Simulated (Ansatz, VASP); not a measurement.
# Re: VASP beside Ansatz

```
CELL_PARAMETERS angstrom
0.00000 1.97500 1.97500
1.97500 0.00000 1.97500
1.97500 1.97500 0.00000
ATOMIC_POSITIONS crystal
Re 0.00000 0.00000 0.00000
```

Alike in both runs: task single point; functional PBE; k mesh 14 × 14 × 14; occupations fermi-dirac, width 0.03 eV; non-collinear spin, spin-orbit coupling.

```csv
,VASP,Ansatz
version,VASP 6.6.1,Ansatz 0.2.0
potentials or method,"VASP PAW PBE potentials, release 64 (Re), cutoff 520 eV",all-electron LAPW
```

|  | VASP | Ansatz | Ansatz less VASP |
| --- | --- | --- | --- |
| pressure (GPa) | -9.1 | -8.4 | +0.68 |
| net moment per atom (μB) | 0.00 | 0.00 | 0.000 |

Ansatz ran all-electron here, so the differences hold the error of VASP's frozen core and of both bases.
